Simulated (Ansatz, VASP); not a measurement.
**One calculation of Sc, two programs**

```
Sc
1.0
     3.22958    0.00000    0.00000
    -1.61479    2.79690    0.00000
     0.00000    0.00000    4.98623
Sc
2
Direct
  0.33333 0.66667 0.25000
  0.66667 0.33333 0.75000
```

Alike in both runs: functional LDA; k mesh 12 × 12 × 8; occupations gaussian, width 0.1 eV; no spin polarisation.

Ansatz relaxed the structure, and its values are those at the end. VASP's run is a single point on that final structure, the one shown.

|  | VASP | Ansatz |
| --- | --- | --- |
| version | VASP 6.6.1 | Ansatz 0.2.0 |
| potentials or method | VASP PAW LDA potentials, release 64 (Sc_sv) | scalar-relativistic, plane waves, PAW |
| plane-wave cutoff (eV) | 520 | 420 |
| valence electrons in the cell | 22 | 22 |

Ansatz gave:

- gap on the k mesh at the Fermi level (eV): none
- pressure (GPa): 0.0

Problem. Estimate VASP's values.

Solution. gap on the k mesh at the Fermi level (eV): none; pressure (GPa): 0.1.

A gap of «none» marks a metal or a gap that the smearing closes. Ansatz warned: «pseudo_functional_mismatch».
